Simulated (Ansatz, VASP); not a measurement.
# Two plane-wave programs on Al3N

```
CELL_PARAMETERS angstrom
5.00908 0.00000 0.00000
0.00000 4.50310 2.61862
0.00000 -4.50310 2.61862
ATOMIC_POSITIONS crystal
Al 0.76846 0.12948 0.99365
Al 0.76846 0.49365 0.62948
Al 0.23154 0.62948 0.49365
Al 0.23154 0.99365 0.12948
Al 0.28396 0.28649 0.78649
Al 0.71604 0.78649 0.28649
N 0.63490 0.42903 0.92903
N 0.36510 0.92903 0.42903
```

Alike in both runs: functional PBE; k mesh 4 × 4 × 4; occupations gaussian, width 0.1 eV; no spin polarisation.

Ansatz relaxed the structure, and its values are those at the end. VASP's run is a single point on that final structure, the one shown.

|  | VASP | Ansatz |
| --- | --- | --- |
| version | VASP 6.6.1 | Ansatz 0.2.0 |
| potentials or method | VASP PAW PBE potentials, release 64 (Al, N) | scalar-relativistic, plane waves, PAW |
| plane-wave cutoff (eV) | 520 | 420 |
| valence electrons in the cell | 28 | 28 |

VASP gave:

| Item | Value |
| --- | --- |
| gap on the k mesh at the Fermi level (eV) | none |
| pressure (GPa) | -0.1 |
| rms of the force components (eV/Å) | 0.017 |

Problem. What did Ansatz give for the same quantities?

Solution. gap on the k mesh at the Fermi level (eV): none; pressure (GPa): 0.0; rms of the force components (eV/Å): 0.016.

A gap of «none» marks a metal or a gap that the smearing closes. The functional is the same, so the differences come from potentials, cutoffs and numerics.
